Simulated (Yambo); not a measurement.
Here is a Yambo 5.3.0 calculation.

The input optics7.in:

```
optics
chi
Chimod= "IP"
% BndsRnXd
 1 | 29 |
%
% LongDrXd
 0 | 1 | 0 |
%
% QpntsRXd
 1 | 1 |
%
% EnRngeXd
 0 | 15 | eV
%
% DmRngeXd
 0.1 | 0.1 | eV
%
ETStpsXd= 200
```

The input scf.in:

```
&CONTROL
  calculation = 'scf'
  prefix = 'pwscf'
  outdir = './tmp'
  pseudo_dir = './pseudo'
/
&SYSTEM
  ibrav = 0
  nat = 2
  ntyp = 2
  ecutwfc = 82
  nbnd = 9
  occupations = 'smearing'
  smearing = 'fd'
  degauss = 0.00367493
  force_symmorphic = .true.
/
&ELECTRONS
  conv_thr = 4d-10
  electron_maxstep = 120
  mixing_beta = 0.5
/
ATOMIC_SPECIES
Si    28.0850 Si.upf
C     12.0110 C.upf
CELL_PARAMETERS angstrom
   0.0000000000    2.1790000000    2.1790000000
   2.1790000000    0.0000000000    2.1790000000
   2.1790000000    2.1790000000    0.0000000000
ATOMIC_POSITIONS crystal
Si     0.0000000000    0.0000000000    0.0000000000
C      0.7500000000    0.7500000000    0.7500000000
K_POINTS automatic
12 12 12 0 0 0
```

File nscf.in:

```
&CONTROL
  calculation = 'nscf'
  prefix = 'pwscf'
  outdir = './tmp'
  pseudo_dir = './pseudo'
/
&SYSTEM
  ibrav = 0
  nat = 2
  ntyp = 2
  ecutwfc = 82
  nbnd = 29
  occupations = 'fixed'
  force_symmorphic = .true.
/
&ELECTRONS
  conv_thr = 1d-08
  diago_full_acc = .true.
  diago_thr_init = 1d-06
/
ATOMIC_SPECIES
Si    28.0850 Si.upf
C     12.0110 C.upf
CELL_PARAMETERS angstrom
   0.0000000000    2.1790000000    2.1790000000
   2.1790000000    0.0000000000    2.1790000000
   2.1790000000    2.1790000000    0.0000000000
ATOMIC_POSITIONS crystal
Si     0.0000000000    0.0000000000    0.0000000000
C      0.7500000000    0.7500000000    0.7500000000
K_POINTS automatic
12 12 12 0 0 0
```

Potentials or basis: PseudoDojo 0.4.1 SR PBEsol standard.

The run is started by

```console
$ OMP_NUM_THREADS=1 pw.x -in scf.in > scf.out
$ OMP_NUM_THREADS=1 pw.x -in nscf.in > nscf.out
$ cd tmp/pwscf.save; p2y; mv SAVE ../..; cd ../..
$ OMP_NUM_THREADS=1 yambo
$ mv SAVE/ns.kb_pp_pwscf SAVE/ns.kb_pp_pwscf_off
$ OMP_NUM_THREADS=1 yambo -F optics7.in -J optics7 -C optics7_out
```

Problem. Estimate the electronic dielectric constant along the field.

Solution. 8.66.

Problem. Estimate the band gap on the k mesh, mean-field level.

Solution. 1.24 eV, indirect (least direct gap 4.46 eV).

Dielectric function (along the field direction of the input):
| energy (eV) | real part | imaginary part |
| --- | --- | --- |
| 0.30 | 8.68 | 0.11 |
| 0.75 | 8.75 | 0.11 |
| 1.28 | 8.92 | 0.12 |
| 1.81 | 9.21 | 0.13 |
| 2.26 | 9.56 | 0.15 |
| 2.79 | 10.14 | 0.19 |
| 3.32 | 11.00 | 0.25 |
| 3.84 | 12.38 | 0.39 |
| 4.30 | 14.64 | 0.95 |
| 4.82 | 16.11 | 5.13 |
| 5.35 | 18.09 | 7.18 |
| 5.80 | 20.03 | 13.95 |
| 6.33 | 23.82 | 17.34 |
| 6.86 | 1.31 | 28.80 |
| 7.39 | -1.83 | 9.52 |
| 7.84 | 4.39 | 12.80 |
| 8.37 | -1.21 | 24.34 |
| 8.89 | -6.69 | 10.06 |
| 9.42 | -7.16 | 8.06 |
| 9.87 | -5.53 | 5.91 |
| 10.40 | -3.72 | 4.05 |
| 10.93 | -5.84 | 6.80 |
| 11.38 | -5.36 | 3.56 |
| 11.91 | -4.37 | 2.89 |
| 12.44 | -2.92 | 1.96 |
| 12.96 | -2.82 | 1.68 |
| 13.42 | -2.68 | 1.78 |
| 13.94 | -2.58 | 1.90 |
| 14.47 | -2.32 | 1.65 |
| 15.00 | -2.19 | 1.65 |

Caveat: spectra need much finer meshes, so this one isn't converged; independent-particle spectra lack excitons. PBEsol gaps usually lie below the measured ones, often by a third to a half.
